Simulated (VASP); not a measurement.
# PbSe (Clausthalite) (Fm-3m) in VASP: further runs

The runs below take PbSe (Clausthalite) through single point, relaxation of cell and atoms, with r2SCAN, revPBE+D3(BJ), r2SCAN+D4.

All numbers are computed with VASP 6.6.1; they aren't measurements. Logs are shortened: lines on timing, memory, paths and dates and some standing lists are left out, and cuts for length are marked.

**The experiment to reproduce.**

A printed reference work, monograph reports, for a bulk crystal of PbSe at 4.2 K: band gap 0.15 eV (direct).

How close the calculation comes is told below.

## Step 1: The cell of the first run

It takes space group Fm-3m (No. 225, cubic). The conventional cell has a = 6.178 Å, b = 6.178 Å, c = 6.178 Å, α = 90.00°, β = 90.00°, γ = 90.00°. Within 4.1 Å of Pb (site symmetry m-3m) lie 6 Se at 3.09 Å. Within 4.1 Å of Se (site symmetry m-3m) lie 6 Pb at 3.09 Å.

## Step 2: Single point, r2SCAN

File POSCAR:

```
PbSe
1.0
    0.0000000000      3.0890658522      3.0890658522
    3.0890658522      0.0000000000      3.0890658522
    3.0890658522      3.0890658522      0.0000000000
Pb Se
1 1
Direct
    0.0000000000      0.0000000000      0.0000000000
    0.5000000000      0.5000000000      0.5000000000
```

File INCAR.step1:

```
PREC = Accurate
ENCUT = 550
ISMEAR = 0
SIGMA = 0.01
LREAL = False
LASPH = True
NELM = 120
NBANDS = 17
GGA = PE
ALGO = Normal
EDIFF = 1E-5
LWAVE = True
LCHARG = False
GGA_COMPAT = False
```

File INCAR.step2:

```
PREC = Accurate
ENCUT = 550
EDIFF = 1E-6
ISMEAR = 0
SIGMA = 0.01
LREAL = False
LASPH = True
NELM = 120
ALGO = Normal
ISIF = 2
LWAVE = False
LCHARG = False
METAGGA = R2SCAN
LMIXTAU = True
NBANDS = 17
ISTART = 1
GGA_COMPAT = False
```

File KPOINTS:

```
regular mesh
0
Gamma
  6 6 6
```

Potentials or basis: VASP PAW PBE potentials, release 64 (Pb_d, Se).

Command:

```sh
cat potpaw_PBE.64/Pb_d/POTCAR potpaw_PBE.64/Se/POTCAR > POTCAR
cp INCAR.step1 INCAR
mpirun -np 1 vasp_std > vasp.out
cp INCAR.step2 INCAR
mpirun -np 1 vasp_std > vasp.out
```

OUTCAR:

```text
PREC = Accurate
   ENCUT = 550
   EDIFF = 1E-6
   ISMEAR = 0
   LREAL = False
   LASPH = True
   NELM = 120
   ISIF = 2
   METAGGA = R2SCAN
   ISTART = 1

 ion  position               nearest neighbor table
   1  0.000  0.000  0.000-   2 3.09   2 3.09   2 3.09   2 3.09   2 3.09   2 3.09
   2  0.500  0.500  0.500-   1 3.09   1 3.09   1 3.09   1 3.09   1 3.09   1 3.09

  LATTYP: Found a face centered cubic cell.
 ALAT       =     6.1781317044

  Lattice vectors:

 A1 = (   0.0000000000,   3.0890658522,   3.0890658522)
 A2 = (   3.0890658522,   0.0000000000,   3.0890658522)
 A3 = (   3.0890658522,   3.0890658522,   0.0000000000)

Analysis of symmetry for initial positions (statically):
=====================================================================
 Subroutine PRICEL returns:
 Original cell was already a primitive cell.

 Routine SETGRP: Setting up the symmetry group for a
 face centered cubic supercell.

 Subroutine GETGRP returns: Found 48 space group operations
 (whereof 48 operations were pure point group operations)
 out of a pool of 48 trial point group operations.

The static configuration has the point symmetry O_h .

Analysis of symmetry for dynamics (positions and initial velocities):
=====================================================================
 Subroutine PRICEL returns:
 Original cell was already a primitive cell.

 Routine SETGRP: Setting up the symmetry group for a
 face centered cubic supercell.

 Subroutine GETGRP returns: Found 48 space group operations
 (whereof 48 operations were pure point group operations)
 out of a pool of 48 trial point group operations.

The dynamic configuration has the point symmetry O_h .

 Subroutine INISYM returns: Found 48 space group operations
 (whereof 48 operations are pure point group operations),
 and found     1 'primitive' translations

----------------------------------------------------------------------------------------

                                     Primitive cell

  volume of cell :      58.9538

  direct lattice vectors                    reciprocal lattice vectors
     0.000000000  3.089065852  3.089065852    -0.161861231  0.161861231  0.161861231
     3.089065852  0.000000000  3.089065852     0.161861231 -0.161861231  0.161861231
     3.089065852  3.089065852  0.000000000     0.161861231  0.161861231 -0.161861231

  length of vectors
     4.368598823  4.368598823  4.368598823     0.280351875  0.280351875  0.280351875

  position of ions in fractional coordinates (direct lattice)
     0.000000000  0.000000000  0.000000000
     0.500000000  0.500000000  0.500000000

  ion indices of the primitive-cell ions
   primitive index   ion index
                 1           1
                 2           2

----------------------------------------------------------------------------------------

 KPOINTS: regular mesh

Automatic generation of k-mesh.
 Grid dimensions read from file:
 generate k-points for:    6    6    6

 Generating k-lattice:

  Cartesian coordinates                     Fractional coordinates (reciprocal lattice)
    -0.026976872  0.026976872  0.026976872     0.166666667  0.000000000  0.000000000
     0.026976872 -0.026976872  0.026976872     0.000000000  0.166666667  0.000000000
     0.026976872  0.026976872 -0.026976872     0.000000000  0.000000000  0.166666667

  Length of vectors
     0.046725313  0.046725313  0.046725313

  Shift w.r.t. Gamma in fractional coordinates (k-lattice)
     0.000000000  0.000000000  0.000000000

 Subroutine IBZKPT returns following result:
 ===========================================

 Found     16 irreducible k-points:

 Following reciprocal coordinates:
            Coordinates               Weight
  0.000000  0.000000  0.000000      1.000000
  0.166667  0.000000  0.000000      8.000000
  0.333333  0.000000  0.000000      8.000000
  0.500000  0.000000  0.000000      4.000000
  0.166667  0.166667  0.000000      6.000000
  0.333333  0.166667  0.000000     24.000000
[... 8 lines left out ...]
 -0.333333  0.333333  0.166667     24.000000
 -0.333333  0.500000  0.166667     12.000000
   k-points           NKPTS =     16   k-points in BZ     NKDIM =     16   number of bands    NBANDS=     17
   number of dos      NEDOS =    301   number of ions     NIONS =      2
   total plane-waves  NPLWV =  46656
   dimension x,y,z NGX =    36 NGY =   36 NGZ =   36
   dimension x,y,z NGXF=    72 NGYF=   72 NGZF=   72
   ions per type =               1   1
   NGX,Y,Z   is equivalent  to a cutoff of  13.70, 13.70, 13.70 a.u.
   NGXF,Y,Z  is equivalent  to a cutoff of  27.40, 27.40, 27.40 a.u.
 SYSTEM =  unknown system
   PREC   = accura    normal or accurate (medium, high low for compatibility)
   ISTART =      1    job   : 0-new  1-cont  2-samecut
   ICHARG =      0    charge: 1-file 2-atom 10-const
   ISPIN  =      1    spin polarized calculation?
   LNONCOLLINEAR =      F non collinear calculations
   LSORBIT =      F    spin-orbit coupling
   LASPH  =      T    aspherical Exc in radial PAW
   ENCUT  =  550.0 eV  40.42 Ry    6.36 a.u.   8.35  8.35  8.35*2*pi/ulx,y,z
   NELM   =    120;   NELMIN=  2; NELMDL=  0     # of ELM steps
   EDIFF  = 0.1E-05   stopping-criterion for ELM
   LREAL  =      F    real-space projection
   EDIFFG = 0.1E-04   stopping-criterion for IOM
   NSW    =      0    number of steps for IOM
   IBRION =     -1    ionic relax: 0-MD 1-quasi-New 2-CG
   NFREE  =      0    steps in history (QN), initial steepest desc. (CG)
   ISIF   =      2    stress and relaxation
   ISYM   =      2    0-nonsym 1-usesym 2-fastsym
   POTIM  = 0.5000    time-step for ionic-motion
   TEBEG  =    0.0;   TEEND  =   0.0 temperature during run
   PSTRESS=    0.0 pullay stress
   NELECT =      20.0000    total number of electrons
   NUPDOWN=      -1.0000    fix difference up-down
   EMIN   =  10.00;   EMAX   =-10.00  energy-range for DOS
   EFERMI =   0.00;   METHOD = LEGACY
   ISMEAR =     0;   SIGMA  =   0.01  broadening in eV -4-tet -1-fermi 0-gaus
   EFERMI_NEDOS =   21; number of points for ismear=-14 and -15
   IALGO  =     38    algorithm
   IMIX   =      4    mixing-type and parameters
     AMIX     =   0.40;   BMIX     =  1.00
     AMIX_MAG =   1.60;   BMIX_MAG =  1.00
  volume/ion in A,a.u.               =      29.48       198.92
  Fermi-wavevector in a.u.,A,eV,Ry     =   1.141776  2.157644 17.737275  1.303653
  Thomas-Fermi vector in A             =   2.278476
   LORBIT       =      0    0 simple, 1 ext, 2 COOP (PROOUT), +10 PAW based schemes
   METAGGA = R2SCAN    functional components
   LHFCALC =     F    Hartree Fock is set to
   AEXX    =    0.0000 exact exchange contribution
   IVDW    =     0    specifies the selected vdW correction
   LEPSILON=     F    determine dielectric tensor
   LRPA    =     F    only Hartree local field effects (RPA)
 non-spin polarized calculation
 Gauss-broadening in eV      SIGMA  =   0.01
  energy-cutoff  :      550.00
  volume of cell :       58.95
 maximum number of plane-waves:      1759
 NGX is ok and might be reduce to    36
   NGX = 17   NGY = 17   NGZ = 17

 number of electron      20.0000003 magnetization

 Free energy of the ion-electron system (eV)
  ---------------------------------------------------
  ext. energy  EPLUGINS =         0.00000000
  ---------------------------------------------------
  free energy    TOTEN  =       -71.94128381 eV

  energy without entropy =      -71.94128381  energy(sigma->0) =      -71.94128381

 E-fermi :   4.6744     XC(G=0):  -9.9317

 val. band max:        4.5498292207   @ k =   0.5000   0.0000   0.0000
 cond. band min:       5.2223009020   @ k =   0.5000   0.0000   0.0000
 fundamental gap:      0.6724716813
 Fermi energy:         4.6743922136

 k-point     1 :       0.0000    0.0000    0.0000
  band No.  band energies     occupation
      1     -12.8495      2.00000
      2     -12.8495      2.00000
      3     -12.8495      2.00000
      4     -12.8448      2.00000
      5     -12.8448      2.00000
      6      -9.3367      2.00000
[... 9 lines left out ...]
     16      11.5914      0.00000
     17      13.2803      0.00000

 k-point     2 :       0.1667    0.0000    0.0000
  band No.  band energies     occupation
      1     -12.8517      2.00000
      2     -12.8517      2.00000
      3     -12.8485      2.00000
      4     -12.8410      2.00000
      5     -12.8410      2.00000
      6      -9.1327      2.00000
[... 9 lines left out ...]
     16      12.1738      0.00000
     17      14.9333      0.00000

 k-point     3 :       0.3333    0.0000    0.0000
  band No.  band energies     occupation
      1     -12.8631      2.00000
      2     -12.8631      2.00000
      3     -12.8470      2.00000
      4     -12.8266      2.00000
      5     -12.8266      2.00000
      6      -8.6318      2.00000
[... 9 lines left out ...]
     16      13.6544      0.00000
     17      16.8292      0.00000

 k-point     4 :       0.5000    0.0000    0.0000
  band No.  band energies     occupation
      1     -12.8689      2.00000
      2     -12.8688      2.00000
      3     -12.8464      2.00000
      4     -12.8192      2.00000
      5     -12.8192      2.00000
      6      -8.3016      2.00000
[... 9 lines left out ...]
     16      15.2751      0.00000
     17      15.2751      0.00000
[... 183 lines left out ...]
      1     -12.9068      2.00000
      2     -12.8495      2.00000
      3     -12.8486      2.00000
      4     -12.8240      2.00000
      5     -12.8204      2.00000
      6      -8.2502      2.00000
[... 9 lines left out ...]
     16      15.3532      0.00000
     17      15.7291      0.00000

 k-point    15 :      -0.3333    0.3333    0.1667
  band No.  band energies     occupation
      1     -12.9155      2.00000
      2     -12.8520      2.00000
      3     -12.8375      2.00000
      4     -12.8348      2.00000
      5     -12.8145      2.00000
      6      -8.0185      2.00000
[... 9 lines left out ...]
     16      16.4977      0.00000
     17      16.6439      0.00000

 k-point    16 :      -0.3333    0.5000    0.1667
  band No.  band energies     occupation
      1     -12.9419      2.00000
      2     -12.8519      2.00000
      3     -12.8403      2.00000
      4     -12.8241      2.00000
      5     -12.8096      2.00000
      6      -7.9249      2.00000
[... 9 lines left out ...]
     16      16.7782      0.00000
     17      17.7532      0.00000

------------------------ aborting loop because EDIFF is reached ----------------------------------------

  FORCE on cell =-STRESS in cart. coord.  units (eV):
  Direction    XX          YY          ZZ          XY          YZ          ZX
  --------------------------------------------------------------------------------------
  -------------------------------------------------------------------------------------
  Total       -0.0044759     -0.0044759     -0.0044759     -0.0000000     -0.0000000      0.0000000
  in kB       -0.1216411     -0.1216411     -0.1216411     -0.0000000     -0.0000000      0.0000000
  external PRESSURE =      -0.1216411 kB  Pullay stress =       0.0000000 kB

 VOLUME and BASIS-vectors are now :
 -----------------------------------------------------------------------------
  energy-cutoff  :      550.00
  volume of cell :       58.95
      direct lattice vectors                 reciprocal lattice vectors
     0.000000000  3.089065852  3.089065852    -0.161861231  0.161861231  0.161861231
     3.089065852  0.000000000  3.089065852     0.161861231 -0.161861231  0.161861231
     3.089065852  3.089065852  0.000000000     0.161861231  0.161861231 -0.161861231

 POSITION                                       TOTAL-FORCE (eV/Angst)
 -----------------------------------------------------------------------------------
      0.00000      0.00000      0.00000         0.000000      0.000000      0.000000
      3.08907      3.08907      3.08907        -0.000000     -0.000000     -0.000000
 -----------------------------------------------------------------------------------
    total drift:                                0.000000      0.000000      0.000000

  FREE ENERGIE OF THE ION-ELECTRON SYSTEM (eV)
  ---------------------------------------------------
  free  energy   TOTEN  =       -71.9412838098 eV

  energy  without entropy=      -71.9412838098  energy(sigma->0) =      -71.94128381
```

Wall time 43 s (1 thread of Intel Xeon Platinum 8559C (Emerald Rapids), shared host); peak memory 0.21 GiB.

Results:

| Quantity | Value |
| --- | --- |
| Free energy | -71.9413 eV |
| Pressure | 0.0 GPa |
| Band gap on the k mesh | 0.67 eV, direct |

Caveat: the PAW data sets were made with another functional, which shifts forces and pressure a little; spin-orbit coupling is left out, which moves the levels of the heavy elements.

## Step 3: Relaxation of cell and atoms, revPBE+D3(BJ)

This run uses another cell than the first one, of 28.67 Å³/atom, 0.973 times its volume.

File INCAR:

```
  PREC = Accurate
  ENCUT = 500
  EDIFF = 1E-7
  ISMEAR = 0
  SIGMA = 0.01
  LREAL = False
  LASPH = True
  NELM = 120
  ALGO = Normal
  ISIF = 3
  LWAVE = False
  LCHARG = False
  GGA = RE
  IVDW = 12
  IBRION = 2
  NSW = 80
  EDIFFG = -0.01
  GGA_COMPAT = False
  NELMIN = 4
```

KPOINTS is that of step 2.

File POSCAR:

```
PbSe
1.0
    0.0000000000      3.0606500000      3.0606500000
    3.0606500000      0.0000000000      3.0606500000
    3.0606500000      3.0606500000      0.0000000000
Pb Se
1 1
Direct
    0.0000000000      0.0000000000      0.0000000000
    0.5000000000      0.5000000000      0.5000000000
```

Potentials or basis: VASP PAW PBE potentials, release 64 (Pb_d, Se).

Command:

```sh
cat potpaw_PBE.64/Pb_d/POTCAR potpaw_PBE.64/Se/POTCAR > POTCAR
mpirun -np 1 vasp_std > vasp.out
```

OUTCAR:

```text
PREC = Accurate
   ENCUT = 500
   EDIFF = 1E-7
   ISMEAR = 0
   LREAL = False
   LASPH = True
   NELM = 120
   ISIF = 3
   GGA = RE
   IVDW = 12
   IBRION = 2
   NSW = 80
   EDIFFG = -0.01
   NELMIN = 4
 IVDW          = 12

 ion  position               nearest neighbor table
   1  0.000  0.000  0.000-   2 3.06   2 3.06   2 3.06   2 3.06   2 3.06   2 3.06
   2  0.500  0.500  0.500-   1 3.06   1 3.06   1 3.06   1 3.06   1 3.06   1 3.06

  LATTYP: Found a face centered cubic cell.
 ALAT       =     6.1213000000

  Lattice vectors:

 A1 = (   0.0000000000,   3.0606500000,   3.0606500000)
 A2 = (   3.0606500000,   0.0000000000,   3.0606500000)
 A3 = (   3.0606500000,   3.0606500000,   0.0000000000)

Analysis of symmetry for initial positions (statically):
=====================================================================
 Subroutine PRICEL returns:
[... 164 lines left out ...]

------------------------ aborting loop because EDIFF is reached ----------------------------------------

 Edisp (eV)   -1.36914

 E8    (eV) :    -0.9836
[... 71 lines left out ...]
--------------------------------------- Ionic step        3  -------------------------------------------

 number of electron      20.0000002 magnetization

 Free energy of the ion-electron system (eV)
  ---------------------------------------------------
  ext. energy  EPLUGINS =         0.00000000
  ---------------------------------------------------
  free energy    TOTEN  =        -7.55412334 eV

  energy without entropy =       -7.55412334  energy(sigma->0) =       -7.55412334

 E-fermi :   5.2986     XC(G=0):  -9.4513

 val. band max:        5.2362319734   @ k =   0.5000   0.0000   0.0000
 cond. band min:       5.5695970376   @ k =   0.5000   0.0000   0.0000
 fundamental gap:      0.3333650642
 Fermi energy:         5.2985768389

 k-point     1 :       0.0000    0.0000    0.0000
  band No.  band energies     occupation
      1     -11.6692      2.00000
      2     -11.6692      2.00000
      3     -11.6692      2.00000
      4     -11.6626      2.00000
      5     -11.6626      2.00000
      6      -8.3985      2.00000
      7      -1.0319      2.00000
      8       3.3155      2.00000
      9       3.3155      2.00000
     10       3.3155      2.00000
     11       9.9904      0.00000
     12       9.9904      0.00000
     13       9.9904      0.00000
     14      11.7575      0.00000
[... 286 lines left out ...]
  FREE ENERGIE OF THE ION-ELECTRON SYSTEM (eV)
  ---------------------------------------------------
  free  energy   TOTEN  =        -8.9314574909 eV

  energy  without entropy=       -8.9314574909  energy(sigma->0) =       -8.93145749

 reached required accuracy - stopping structural energy minimisation
```

OSZICAR:

```text
N       E                     dE             d eps       ncg     rms          rms(c)
DAV:   1     0.154519026292E+03    0.15452E+03   -0.95228E+03   456   0.141E+03
DAV:   2     0.517400455887E+01   -0.14935E+03   -0.14667E+03   460   0.345E+02
DAV:   3    -0.751705735828E+01   -0.12691E+02   -0.12648E+02   592   0.105E+02
[... 25 lines left out ...]
DAV:   2    -0.755420085341E+01    0.42909E-03   -0.86445E-04   550   0.556E-01    0.452E-02
DAV:   3    -0.755412523769E+01    0.75616E-04   -0.33475E-04   538   0.320E-01    0.861E-03
DAV:   4    -0.755412407363E+01    0.11641E-05   -0.75074E-06   460   0.316E-02    0.352E-03
DAV:   5    -0.755412326387E+01    0.80976E-06   -0.11407E-06   540   0.158E-02    0.133E-03
DAV:   6    -0.755412333817E+01   -0.74299E-07   -0.71715E-08   224   0.523E-03
   3 F= -.89314575E+01 E0= -.89314575E+01  d E =-.300323E-03
```

CONTCAR:

```text
PbSe
   1.00000000000000
     0.0000000000000000    3.0547856449998840    3.0547856449998840
     3.0547856449998840    0.0000000000000000    3.0547856449998840
     3.0547856449998840    3.0547856449998840    0.0000000000000000
  Pb              Se
     1     1
Direct
     0.0000000000000000    0.0000000000000000    0.0000000000000000
     0.5000000000000000    0.5000000000000000    0.5000000000000000

  0.00000000E+00  0.00000000E+00  0.00000000E+00
  0.00000000E+00  0.00000000E+00  0.00000000E+00
```

It took 16 s on 1 thread of Intel Xeon Platinum 8559C (Emerald Rapids), shared host; peak memory 0.2 GiB.

Results:

| Property | Result |
| --- | --- |
| Free energy | -8.9315 eV |
| Relaxed volume | 28.51 Å³/atom |
| Relaxed cell | a = 4.320 Å, b = 4.320 Å, c = 4.320 Å, α = 60.00°, β = 60.00°, γ = 60.00° |
| Space group after relaxing (to 0.05 Å) | Fm-3m (No. 225) |
| Energy gained by relaxing | 0.2 meV/atom |
| Ionic steps | 3 |
| Pressure after relaxing | 0.0 GPa |
| Band gap on the k mesh | 0.33 eV, direct |
| Dispersion energy per atom | -0.689 eV |

Step by step:
| step | energy change (eV) | largest force (eV/Å) | pressure (GPa) | volume (Å³) |
| --- | --- | --- | --- | --- |
| 1 | 0.0000 | 0.0000 | -0.29 | 57.34 |
| 2 | -0.0003 | 0.0000 | 0.09 | 56.92 |
| 3 | -0.0003 | 0.0000 | 0.01 | 57.01 |

Final structure:
```xyz
2
Lattice="0.0000 3.0548 3.0548 3.0548 0.0000 3.0548 3.0548 3.0548 0.0000" Properties=species:S:1:pos:R:3 pbc="T T T"
Pb    0.0000    0.0000    0.0000
Se    3.0548    3.0548    3.0548
```

Levels at points of the mesh, in eV from the valence-band top:
| k point | band 6 | band 7 | band 8 | band 9 | band 10 | band 11 | band 12 | band 13 | band 14 |
| --- | --- | --- | --- | --- | --- | --- | --- | --- | --- |
| (0.00, 0.00, 0.00) | -13.63 | -6.27 | -1.92 | -1.92 | -1.92 | 4.75 | 4.75 | 4.75 | 6.52 |
| (0.50, 0.00, 0.00) | -12.56 | -8.82 | -1.51 | -1.51 | 0.00 | 0.33 | 1.71 | 1.71 | 8.64 |
| (0.50, 0.50, 0.00) | -12.18 | -7.38 | -5.02 | -3.28 | -3.28 | 3.72 | 5.66 | 5.66 | 6.11 |

Caveat: the PAW data sets were made with another functional, which shifts forces and pressure a little; spin-orbit coupling is left out, which moves the levels of the heavy elements.

(Part 1 of 2 ends here.)
